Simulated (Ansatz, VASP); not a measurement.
Two plane-wave programs on C

Contents of POSCAR:

```
C
1.0
    0.0000000000      1.7833700000      1.7833700000
    1.7833700000      0.0000000000      1.7833700000
    1.7833700000      1.7833700000      0.0000000000
C
2
Direct
    0.7500000000      0.7500000000      0.7500000000
    0.5000000000      0.5000000000      0.5000000000
```

File INCAR.step1:

```
SYSTEM = C
ALGO = Normal ; EDIFF = 1E-5
ENCUT = 520 ; GGA = PE
ISIF = 2 ; ISMEAR = -1
LASPH = .True. ; LCHARG = .False.
LREAL = .False. ; LWAVE = .True.
NBANDS = 11 ; NELM = 80
PREC = Accurate ; SIGMA = 0.05
```

INCAR.step2

```
SYSTEM = C
AEXX = 0.25 ; ALGO = Normal
EDIFF = 1E-7 ; ENCUT = 520
GGA = PE ; HFRCUT = -1
ISIF = 2 ; ISMEAR = -1
ISTART = 1 ; LASPH = .True.
LCHARG = .False. ; LHFCALC = .True.
LREAL = .False. ; LWAVE = .False.
NBANDS = 11 ; NELM = 80
PREC = Accurate ; PRECFOCK = Normal
SIGMA = 0.05
```

Contents of KPOINTS:

```
k-points
0
Gamma
  7 7 7
  0 0 0
```

KPOINTS_OPT

```
path GXWKGLUWLK,UX
12
line-mode
reciprocal
 0.0000000000  0.0000000000  0.0000000000  G
 0.5000000000  0.0000000000  0.5000000000  X

 0.5000000000  0.0000000000  0.5000000000  X
 0.5000000000  0.2500000000  0.7500000000  W

 0.5000000000  0.2500000000  0.7500000000  W
 0.3750000000  0.3750000000  0.7500000000  K

 0.3750000000  0.3750000000  0.7500000000  K
 0.0000000000  0.0000000000  0.0000000000  G

 0.0000000000  0.0000000000  0.0000000000  G
 0.5000000000  0.5000000000  0.5000000000  L

 0.5000000000  0.5000000000  0.5000000000  L
 0.6250000000  0.2500000000  0.6250000000  U

 0.6250000000  0.2500000000  0.6250000000  U
 0.5000000000  0.2500000000  0.7500000000  W

 0.5000000000  0.2500000000  0.7500000000  W
 0.5000000000  0.5000000000  0.5000000000  L

 0.5000000000  0.5000000000  0.5000000000  L
 0.3750000000  0.3750000000  0.7500000000  K

 0.6250000000  0.2500000000  0.6250000000  U
 0.5000000000  0.0000000000  0.5000000000  X
```

input.yaml

```yaml
crystal:
  lattice:
    - [0.0, 1.78337, 1.78337]
    - [1.78337, 0.0, 1.78337]
    - [1.78337, 1.78337, 0.0]
  atoms:
    - { symbol: C, position: [0.75, 0.75, 0.75] }
    - { symbol: C, position: [0.5, 0.5, 0.5] }
hamiltonian:
  xc: pbe0
  pseudopotentials: { kind: paw }
kpoints:
  mp_grid: { grid: [7, 7, 7] }
  band_path:
    path:
      - [[0.0, 0.0, 0.0], [0.5, 0.0, 0.5], [0.5, 0.25, 0.75], [0.375, 0.375, 0.75], [0.0, 0.0, 0.0], [0.5, 0.5, 0.5], [0.625, 0.25, 0.625], [0.5, 0.25, 0.75], [0.5, 0.5, 0.5], [0.375, 0.375, 0.75]]
      - [[0.625, 0.25, 0.625], [0.5, 0.0, 0.5]]
    npoints: 4
scf:
  occupations: { method: fermi_dirac, width: 0.05 }
  n_extra_bands: 6
output:
  forces: true
  stress: true
  eigenvalues: true
  fatbands: false
```

This isn't the form of C at room conditions, which is graphite.

Alike in both runs: task band structure; functional PBE0; k mesh 7 × 7 × 7; occupations fermi-dirac, width 0.05 eV; no spin polarisation.

```csv
,VASP,Ansatz
version,VASP 6.6.1,Ansatz 0.2.0
potentials or method,"VASP PAW PBE potentials, release 64 (C)",Ansatz PAW
plane-wave cutoff (eV),520,420
valence electrons in the cell,8,8
```

|  | VASP | Ansatz | Ansatz less VASP |
| --- | --- | --- | --- |
| gap on the k mesh at the Fermi level (eV) | 6.16 | 6.16 | +0.006 |
| least direct gap on the mesh (eV) | 7.70 | 7.71 | +0.007 |
| gap along the band path (eV) | 6.03 | 6.04 | +0.008 |
| pressure (GPa) | -7.4 | -8.3 | -0.84 |

Caveats: the k mesh is coarse (spacing up to 0.44 Å⁻¹), so the values aren't converged, least of all with exact exchange; the PAW data sets were made with another functional, which shifts forces and pressure a little (VASP); the mesh misses the band edges, which the band path finds closer together (VASP); the k mesh misses the band edges, so the gap on the mesh is wider than the one along the path (Ansatz); the pressure holds a Pulay correction of +0.8 GPa for the finite cutoff (Ansatz); the PAW data sets come from PBE, with cores solved anew for the run's functional, which leaves a small shift of forces and pressure (Ansatz); the thresholds are loose for stress (Ansatz).
